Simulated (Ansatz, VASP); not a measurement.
Ge in VASP and in Ansatz

```
CELL_PARAMETERS angstrom
3.47965 0.00000 0.00000
-1.73982 3.01346 0.00000
0.00000 0.00000 6.04303
ATOMIC_POSITIONS crystal
Ge 0.00000 0.00000 0.78169
Ge 0.00000 0.00000 0.21831
```

Alike in both runs: task relaxation of cell and atoms; functional PBE; k mesh 6 × 6 × 4; occupations gaussian, width 0.1 eV; no spin polarisation.

```csv
,VASP,Ansatz
version,VASP 6.6.1,Ansatz 0.2.0
potentials or method,"VASP PAW PBE potentials, release 64 (Ge_d)","scalar-relativistic, plane waves, PAW"
plane-wave cutoff (eV),600,420
valence electrons in the cell,28,28
```

VASP gave:

| Quantity | Value |
| --- | --- |
| gap on the k mesh at the Fermi level, each at its own relaxed structure (eV) | none |
| relaxed volume (Å³/atom) | 19.69 |
| relaxed cell length with the largest relative difference (Å) | 2.836 |
| energy change over the relaxation (meV/atom) | -707 |

Task: What did Ansatz give for the same quantities?

Result: gap on the k mesh at the Fermi level, each at its own relaxed structure (eV): none; relaxed volume (Å³/atom): 19.73; relaxed cell length with the largest relative difference (Å): 2.838; energy change over the relaxation (meV/atom): -707.

A gap of «none» marks a metal or a gap that the smearing closes.

Caveats: the volume moved by over 15 % at a fixed basis, so the end points are rough (VASP).
